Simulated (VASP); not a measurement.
## BaS: what moves the LDA gap besides the functional

Aim: test what besides the functional moves the gap of BaS. The starting structure is a measured crystal structure from the Crystallography Open Database. Cell and atoms stay as given unless a step says otherwise.

Program: VASP 6.6.1. Level of theory: Kohn-Sham DFT with plane waves and PAW; LDA. Results are calculated unless marked as measured.

## 1. Set-up

The structure is cubic, space group Fm-3m (No. 225). The conventional cell has a = 6.388 Å, b = 6.388 Å, c = 6.388 Å, α = 90.00°, β = 90.00°, γ = 90.00°. Nearest to Ba lie 6 S at 3.19 Å. S has 6 Ba at 3.19 Å nearest. Farther neighbours and most contacts between anions are not listed.

Coordinates:

```
Ba S
1.0
     0.00000    3.19375    3.19375
     3.19375    0.00000    3.19375
     3.19375    3.19375    0.00000
Ba S
1 1
Direct
  0.00000 0.00000 0.00000
  0.50000 0.50000 0.50000
```

## 2. Reference bands

File INCAR:

```
SYSTEM = BaS
PREC = Accurate
ENCUT = 350
EDIFF = 1E-06
NELM = 100
ISMEAR = 0
SIGMA = 0.03
LREAL = .FALSE.
ALGO = Normal
GGA = CA
NBANDS = 20
LORBIT = 11
LWAVE = .FALSE.
LCHARG = .FALSE.
KPAR = 4
LASPH = .TRUE.
```

File POSCAR:

```
BaS
1.0
    0.0000000000      3.1937500000      3.1937500000
    3.1937500000      0.0000000000      3.1937500000
    3.1937500000      3.1937500000      0.0000000000
Ba S
1 1
Direct
    0.0000000000      0.0000000000      0.0000000000
    0.5000000000      0.5000000000      0.5000000000
```

File KPOINTS:

```
Automatic mesh
0
Gamma
6 6 6
0 0 0
```

File KPOINTS_OPT:

```
Line mode
10
Line-mode
Reciprocal
  0.00000000   0.00000000   0.00000000 GAMMA
  0.50000000   0.00000000   0.50000000 X

  0.50000000   0.00000000   0.50000000 X
  0.50000000   0.25000000   0.75000000 W

  0.50000000   0.25000000   0.75000000 W
  0.37500000   0.37500000   0.75000000 K

  0.37500000   0.37500000   0.75000000 K
  0.00000000   0.00000000   0.00000000 GAMMA

  0.00000000   0.00000000   0.00000000 GAMMA
  0.50000000   0.50000000   0.50000000 L

  0.50000000   0.50000000   0.50000000 L
  0.62500000   0.25000000   0.62500000 U

  0.62500000   0.25000000   0.62500000 U
  0.50000000   0.25000000   0.75000000 W

  0.50000000   0.25000000   0.75000000 W
  0.50000000   0.50000000   0.50000000 L

  0.50000000   0.50000000   0.50000000 L
  0.37500000   0.37500000   0.75000000 K

  0.62500000   0.25000000   0.62500000 U
  0.50000000   0.00000000   0.50000000 X
```

PAW data sets: Ba_sv and S (LDA family, release 64).

Command:

```console
> mpirun -np 4 vasp_std
```

The program printed:

```text
[banner, memory and clock lines left out]
running    4 mpi-ranks, on    1 nodes
 distrk:  each k-point on    1 cores,    4 groups
 distr:  one band on    1 cores,    1 groups

 POSCAR found type information on POSCAR BaS
 POSCAR found :  2 types and       2 ions
 LDA part: xc-table for (Slater(with rela. corr.)+CA(PZ))
 , standard interpolation
 POSCAR, INCAR and KPOINTS ok, starting setup
 FFT: planning ... GRIDC
 FFT: planning ... GRID_SOFT
 FFT: planning ... GRID
 WAVECAR not read
 entering main loop
       N       E                     dE             d eps       ncg     rms          rms(c)
DAV:   1     0.590840103961E+02    0.59084E+02   -0.51427E+03   640   0.508E+02
DAV:   2    -0.840397774794E+01   -0.67488E+02   -0.61874E+02   856   0.125E+02
DAV:   3    -0.116302120676E+02   -0.32262E+01   -0.31996E+01   812   0.254E+01
DAV:   4    -0.116857619209E+02   -0.55550E-01   -0.55528E-01   844   0.337E+00
DAV:   5    -0.116870320874E+02   -0.12702E-02   -0.12701E-02   796   0.418E-01    0.483E+00
DAV:   6    -0.111873385709E+02    0.49969E+00   -0.38611E-01   724   0.364E+00    0.338E+00
DAV:   7    -0.111650685203E+02    0.22270E-01   -0.11323E-01   848   0.153E+00    0.189E+00
DAV:   8    -0.111609205122E+02    0.41480E-02   -0.19112E-02   708   0.637E-01    0.348E-01
DAV:   9    -0.111595931607E+02    0.13274E-02   -0.22638E-03   724   0.248E-01    0.125E-01
DAV:  10    -0.111597825482E+02   -0.18939E-03   -0.22348E-04   748   0.909E-02    0.347E-02
DAV:  11    -0.111597389186E+02    0.43630E-04   -0.65561E-05   744   0.463E-02    0.631E-03
DAV:  12    -0.111597400938E+02   -0.11752E-05   -0.96107E-06   756   0.134E-02    0.102E-02
DAV:  13    -0.111597399631E+02    0.13071E-06   -0.19872E-07   456   0.213E-03
   1 F= -.11159740E+02 E0= -.11159740E+02  d E =-.105690E-15
 Start KPOINTS_OPT (optional k-point list driver)
k-point batch [1-16\100]
       N       E                     dE             ncg
DAV:   1    -0.912125653697E+03   -0.55172E+04      640
DAV:   2    -0.190817032565E+04   -0.99604E+03      812
DAV:   3    -0.195493225179E+04   -0.46762E+02      864
DAV:   4    -0.195591058517E+04   -0.97833E+00      768
DAV:   5    -0.195592991077E+04   -0.19326E-01      856
DAV:   6    -0.195593049184E+04   -0.58107E-03      804
DAV:   7    -0.195593051384E+04   -0.22000E-04      788
DAV:   8    -0.195593051472E+04   -0.87728E-06      536
[...]
k-point batch [97-100\100]
       N       E                     dE             ncg
DAV:   1     0.466453386265E+04   -0.19891E+04      160
DAV:   2     0.443236813624E+04   -0.23217E+03      216
DAV:   3     0.442224922123E+04   -0.10119E+02      188
DAV:   4     0.442202810191E+04   -0.22112E+00      216
DAV:   5     0.442202242255E+04   -0.56794E-02      192
DAV:   6     0.442202223182E+04   -0.19073E-03      208
DAV:   7     0.442202222472E+04   -0.70941E-05      200
DAV:   8     0.442202222444E+04   -0.28167E-06      160
```

It took 11 s on 4 MPI ranks of Intel Xeon Platinum 8259CL at 2.50GHz (Skylake/Cascade Lake), shared host; peak memory 0.55 GiB; 43 s of CPU time.

Lines that name or quote the potential files are left out of all logs, and their timing lines are given in words.

OUTCAR, selected parts (step 2):

```text
ion  position               nearest neighbor table
   1  0.000  0.000  0.000-   2 3.19   2 3.19   2 3.19   2 3.19   2 3.19   2 3.19
   2  0.500  0.500  0.500-   1 3.19   1 3.19   1 3.19   1 3.19   1 3.19   1 3.19

  LATTYP: Found a face centered cubic cell.
 ALAT       =     6.3875000000

 Subroutine GETGRP returns: Found 48 space group operations
 (whereof 48 operations were pure point group operations)

The static configuration has the point symmetry O_h .

 Found     16 irreducible k-points:

   k-points           NKPTS =     16   k-points in BZ     NKDIM =     16   number of bands    NBANDS=     20

   dimension x,y,z NGX =    28 NGY =   28 NGZ =   28
   dimension x,y,z NGXF=    56 NGYF=   56 NGZF=   56

   ENCUT  =  350.0 eV  25.72 Ry    5.07 a.u.   6.89  6.89  6.89*2*pi/ulx,y,z

   NELECT =      16.0000    total number of electrons

 k-points in reciprocal lattice and weights: Automatic mesh
   0.00000000  0.00000000  0.00000000       0.005
   0.16666667  0.00000000  0.00000000       0.037
   0.33333333  0.00000000  0.00000000       0.037
   0.50000000  0.00000000  0.00000000       0.019
   0.16666667  0.16666667  0.00000000       0.028
   0.33333333  0.16666667  0.00000000       0.111
   0.50000000  0.16666667  0.00000000       0.111
  -0.33333333  0.16666667  0.00000000       0.111
  -0.16666667  0.16666667  0.00000000       0.056
[...]
-0.33333333  0.33333333  0.16666667       0.111
  -0.33333333  0.50000000  0.16666667       0.056

 average (electrostatic) potential at core
       1 -36.0840       2 -88.3770

 E-fermi :   1.4011

 k-point     1 :       0.0000    0.0000    0.0000
  band No.  band energies     occupation
    ...
      4      -9.8326      2.00000
      5      -9.0744      2.00000
      6       1.2411      2.00000
      7       1.2411      2.00000
      8       1.2411      2.00000
      9       4.5524      0.00000
     10       4.9417      0.00000
     11       4.9417      0.00000
     12       4.9417      0.00000
     13       5.9264      0.00000
    ...

 k-point     2 :       0.1667    0.0000    0.0000
  band No.  band energies     occupation
    ...
      4      -9.8431      2.00000
      5      -8.5849      2.00000
      6       0.5476      2.00000
      7       0.8856      2.00000
      8       0.8856      2.00000
      9       4.9621      0.00000
     10       5.3556      0.00000
     11       5.3556      0.00000
     12       5.5753      0.00000
     13       6.7161      0.00000
    ...

 k-point     3 :       0.3333    0.0000    0.0000
  band No.  band energies     occupation
    ...
      4      -9.8636      2.00000
      5      -8.0244      2.00000
      6      -0.3990      2.00000
      7       0.3452      2.00000
      8       0.3452      2.00000
      9       5.5211      0.00000
     10       6.4557      0.00000
     11       6.4557      0.00000
     12       7.0526      0.00000
     13       8.4815      0.00000
    ...

  Total       -0.7454446     -0.7454446     -0.7454446      0.0000000      0.0000000      0.0000000
  in kB      -18.3312974    -18.3312974    -18.3312974      0.0000000      0.0000000      0.0000000
  external PRESSURE =     -18.3312974 kB  Pullay stress =       0.0000000 kB

  energy-cutoff  :      350.00
  volume of cell :       65.15
      direct lattice vectors                 reciprocal lattice vectors
     0.000000000  3.193750000  3.193750000    -0.156555773  0.156555773  0.156555773
     3.193750000  0.000000000  3.193750000     0.156555773 -0.156555773  0.156555773
     3.193750000  3.193750000  0.000000000     0.156555773  0.156555773 -0.156555773

 POSITION                                       TOTAL-FORCE (eV/Angst)
 -----------------------------------------------------------------------------------
      0.00000      0.00000      0.00000         0.000000      0.000000      0.000000
      3.19375      3.19375      3.19375         0.000000     -0.000000     -0.000000
 -----------------------------------------------------------------------------------
    total drift:                                0.000000      0.000000      0.000000

  FREE ENERGIE OF THE ION-ELECTRON SYSTEM (eV)
  ---------------------------------------------------
  free  energy   TOTEN  =       -11.1597399631 eV

  energy  without entropy=      -11.1597399631  energy(sigma->0) =      -11.15973996

 total charge
# of ion       s       p       d       tot
------------------------------------------
    1        2.010   5.604   0.286   7.900
    2        1.322   2.405   0.000   3.727
--------------------------------------------------
tot          3.332   8.009   0.286  11.627

[... 3 further parts left out ...]
```

The reference gap is 1.902 eV.

## 3. Bands with cell and atoms relaxed by LDA

Against step 2 the input has another starting structure. The cell comes from a relaxation at this level, not shown (62.59 Å³).

INCAR is that of step 2.

File POSCAR:

```
BaS
1.0
    0.0000000000      3.1513389339      3.1513389339
    3.1513389339      0.0000000000      3.1513389339
    3.1513389339      3.1513389339      0.0000000000
Ba S
1 1
Direct
    0.0000000000      0.0000000000      0.0000000000
    0.5000000000      0.5000000000      0.5000000000
```

KPOINTS is that of step 2.

KPOINTS_OPT is that of step 2.

Command:

```console
> mpirun -np 4 vasp_std
```

The program printed:

```text
[... set-up lines as in an earlier step ...]
 entering main loop
       N       E                     dE             d eps       ncg     rms          rms(c)
DAV:   1     0.512928726336E+02    0.51293E+02   -0.51478E+03   640   0.511E+02
DAV:   2    -0.912301673128E+01   -0.60416E+02   -0.56262E+02   856   0.122E+02
DAV:   3    -0.116477254895E+02   -0.25247E+01   -0.25009E+01   816   0.229E+01
DAV:   4    -0.116906801666E+02   -0.42955E-01   -0.42935E-01   792   0.310E+00
[...]
DAV:  11    -0.111745597906E+02    0.34873E-04   -0.60145E-05   780   0.452E-02    0.422E-03
DAV:  12    -0.111745609189E+02   -0.11283E-05   -0.96641E-06   728   0.135E-02    0.839E-03
DAV:  13    -0.111745608781E+02    0.40803E-07   -0.14136E-07   412   0.192E-03
   1 F= -.11174561E+02 E0= -.11174561E+02  d E =-.176239E-18
 Start KPOINTS_OPT (optional k-point list driver)
k-point batch [1-16\100]
       N       E                     dE             ncg
DAV:   1    -0.803827636391E+03   -0.54167E+04      640
DAV:   2    -0.184040583036E+04   -0.10366E+04      840
DAV:   3    -0.188740996467E+04   -0.47004E+02      836
DAV:   4    -0.188823682756E+04   -0.82686E+00      832
DAV:   5    -0.188825037130E+04   -0.13544E-01      836
DAV:   6    -0.188825079291E+04   -0.42161E-03      792
DAV:   7    -0.188825080760E+04   -0.14696E-04      788
DAV:   8    -0.188825080813E+04   -0.52788E-06      532
[...]
k-point batch [97-100\100]
       N       E                     dE             ncg
DAV:   1     0.483525427475E+04   -0.19044E+04      160
DAV:   2     0.459168202430E+04   -0.24357E+03      224
DAV:   3     0.458064104028E+04   -0.11041E+02      192
DAV:   4     0.458042316062E+04   -0.21788E+00      212
DAV:   5     0.458041631494E+04   -0.68457E-02      200
DAV:   6     0.458041610398E+04   -0.21095E-03      216
DAV:   7     0.458041609674E+04   -0.72438E-05      208
DAV:   8     0.458041609648E+04   -0.25852E-06      148
```

Wall time 12 s (4 MPI ranks); peak memory 0.58 GiB; 45 s of CPU time.

From OUTCAR (step 3):

```text
  Total        0.0045132      0.0045132      0.0045132     -0.0000000      0.0000000     -0.0000000
  in kB        0.1155251      0.1155251      0.1155251     -0.0000000      0.0000000     -0.0000000
  external PRESSURE =       0.1155251 kB  Pullay stress =       0.0000000 kB

 POSITION                                       TOTAL-FORCE (eV/Angst)
 -----------------------------------------------------------------------------------
      0.00000      0.00000      0.00000         0.000000      0.000000     -0.000000
      3.15134      3.15134      3.15134        -0.000000     -0.000000      0.000000
 -----------------------------------------------------------------------------------
    total drift:                                0.000000      0.000000      0.000000

  FREE ENERGIE OF THE ION-ELECTRON SYSTEM (eV)
  ---------------------------------------------------
  free  energy   TOTEN  =       -11.1745608781 eV

  energy  without entropy=      -11.1745608781  energy(sigma->0) =      -11.17456088

[... 1 part as in an earlier step ...]

[... 2 further parts left out ...]
[key lines of the parts left out:]
E-fermi :   1.6362
```

With cell and atoms relaxed by LDA the gap is 1.827 eV, -0.075 eV from the reference.

## 4. Bands with an 8×8×8 mesh

Against step 2 the input has an 8×8×8 mesh.

INCAR is that of step 3.

File POSCAR:

```
BaS
1.0
    0.0000000000      3.1937500000      3.1937500000
    3.1937500000      0.0000000000      3.1937500000
    3.1937500000      3.1937500000      0.0000000000
Ba S
1 1
Direct
    0.0000000000      0.0000000000      0.0000000000
    0.5000000000      0.5000000000      0.5000000000
```

File KPOINTS:

```
Automatic mesh
0
Gamma
8 8 8
0 0 0
```

KPOINTS_OPT is that of step 3.

Command:

```console
> mpirun -np 4 vasp_std
```

The program printed:

```text
[... set-up lines as in an earlier step ...]
 entering main loop
       N       E                     dE             d eps       ncg     rms          rms(c)
DAV:   1     0.535193653666E+02    0.53519E+02   -0.51389E+03  1160   0.504E+02
DAV:   2    -0.886942184525E+01   -0.62389E+02   -0.58417E+02  1576   0.125E+02
DAV:   3    -0.116357198283E+02   -0.27663E+01   -0.27414E+01  1472   0.237E+01
DAV:   4    -0.116859131201E+02   -0.50193E-01   -0.50160E-01  1500   0.321E+00
[...]
DAV:  11    -0.111600048630E+02    0.39434E-04   -0.58240E-05  1392   0.446E-02    0.578E-03
DAV:  12    -0.111600060359E+02   -0.11729E-05   -0.92170E-06  1356   0.131E-02    0.971E-03
DAV:  13    -0.111600059152E+02    0.12078E-06   -0.19753E-07   812   0.217E-03
   1 F= -.11160006E+02 E0= -.11160006E+02  d E =-.362170E-16
 Start KPOINTS_OPT (optional k-point list driver)
k-point batch [1-29\100]
       N       E                     dE             ncg
DAV:   1    -0.166278538522E+04   -0.11863E+05     1160
DAV:   2    -0.349234682875E+04   -0.18296E+04     1524
DAV:   3    -0.357460777057E+04   -0.82261E+02     1512
DAV:   4    -0.357594682955E+04   -0.13391E+01     1452
DAV:   5    -0.357597852263E+04   -0.31693E-01     1456
DAV:   6    -0.357597954210E+04   -0.10195E-02     1436
DAV:   7    -0.357597958072E+04   -0.38624E-04     1348
DAV:   8    -0.357597958214E+04   -0.14229E-05      924
DAV:   9    -0.357597958224E+04   -0.96498E-07      796
[...]
k-point batch [88-100\100]
       N       E                     dE             ncg
DAV:   1     0.538054168237E+04   -0.64333E+04      520
DAV:   2     0.457805065065E+04   -0.80249E+03      664
DAV:   3     0.454137389037E+04   -0.36677E+02      688
DAV:   4     0.454079902604E+04   -0.57486E+00      660
DAV:   5     0.454078294703E+04   -0.16079E-01      640
DAV:   6     0.454078245291E+04   -0.49412E-03      660
DAV:   7     0.454078243477E+04   -0.18136E-04      636
DAV:   8     0.454078243405E+04   -0.71776E-06      444
```

Wall time 14 s (4 MPI ranks); peak memory 0.59 GiB; 55 s of CPU time.

Parts of OUTCAR (step 4):

```text
  Total       -0.7465754     -0.7465754     -0.7465754      0.0000000      0.0000000     -0.0000000
  in kB      -18.3591060    -18.3591060    -18.3591060      0.0000000      0.0000000     -0.0000000
  external PRESSURE =     -18.3591060 kB  Pullay stress =       0.0000000 kB

 POSITION                                       TOTAL-FORCE (eV/Angst)
 -----------------------------------------------------------------------------------
      0.00000      0.00000      0.00000         0.000000     -0.000000     -0.000000
      3.19375      3.19375      3.19375        -0.000000      0.000000      0.000000
 -----------------------------------------------------------------------------------
    total drift:                                0.000000      0.000000      0.000000

  FREE ENERGIE OF THE ION-ELECTRON SYSTEM (eV)
  ---------------------------------------------------
  free  energy   TOTEN  =       -11.1600059152 eV

  energy  without entropy=      -11.1600059152  energy(sigma->0) =      -11.16000592

[... 1 part as in an earlier step ...]

[... 2 further parts left out ...]
[key lines of the parts left out:]
E-fermi :   1.4011
```

With an 8×8×8 mesh the gap is 1.903 eV, +0.001 eV from the reference.

## 5. The runs compared

| run | gap (eV) | change (eV) | core minutes |
| --- | --- | --- | --- |
| reference | 1.902 | - | 0.747 |
| cell and atoms relaxed by LDA | 1.827 | -0.075 | 0.787 |
| an 8×8×8 mesh | 1.903 | 0.001 | 0.947 |

Core minutes are wall time times ranks of the run shown, on a shared host.

## 6. Summary of results

```
reference gap                          : 1.902 eV
gap with cell and atoms relaxed by LDA : 1.827 eV
gap with an 8×8×8 mesh                 : 1.903 eV
```

In words: Among the runs that read a gap along the path, the one with cell and atoms relaxed by LDA moves it most, by -0.075 eV. On finer settings it changes by +0.001 eV with an 8×8×8 mesh. The functional's own error isn't tested here. Further runs on this material are not shown.

[Lines on the potential files, build, host, timing and source positions are cut from VASP's logs without a mark.]

[Logs are printed without paths, hosts, clocks, repeated set-up lines and the standing remarks that a program may print on its own settings, such as how far it seeks lower states.]

[Hosts, paths, dates, database ids (printed as entryN), source tags and the programs' standing remarks are cut or masked in the printed files.]
